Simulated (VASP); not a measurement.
Here is a VASP 6.6.1 calculation.

The input INCAR:

```
PREC     = Accurate       # precision mode
ENCUT    = 500            # plane-wave cutoff, eV
EDIFF    = 1E-6           # SCF threshold, eV
ISMEAR   = 0              # smearing method
SIGMA    = 0.02           # smearing width, eV
LREAL    = False          # projectors in reciprocal space
LASPH    = True           # aspherical terms in the spheres
NELM     = 60             # most SCF steps
ALGO     = Fast           # electronic algorithm
ISIF     = 2              # what is computed and relaxed
LWAVE    = False          # write WAVECAR
LCHARG   = False          # write CHGCAR
GGA      = PE             # functional
```

File KPOINTS:

```
regular mesh
0
Gamma
  4 4 4
```

The input POSCAR:

```
InAs
1.0
    0.0000000000      3.0180000000      3.0180000000
    3.0180000000      0.0000000000      3.0180000000
    3.0180000000      3.0180000000      0.0000000000
In As
1 1
Direct
    0.0000000000      0.0000000000      0.0000000000
    0.7500000000      0.7500000000      0.7500000000
```

Potentials or basis: VASP PAW PBE potentials, release 64 (In_d_GW, As_GW).

Run with:

```sh
$ cat potpaw_PBE.64/In_d_GW/POTCAR potpaw_PBE.64/As_GW/POTCAR > POTCAR
$ mpirun -np 1 vasp_std > vasp.out
```

**Question.** What does it give for the pressure?

**Answer.** 4.9 GPa.

**Question.** What does it give for the band gap on the k mesh?

**Answer.** None (metal or under the smearing width).

Caveat: the k mesh is coarse (spacing up to 0.45 Å⁻¹), so the values aren't converged; this crystal is a semiconductor, whose small gap the functional closes, so the metal is an error of the method.
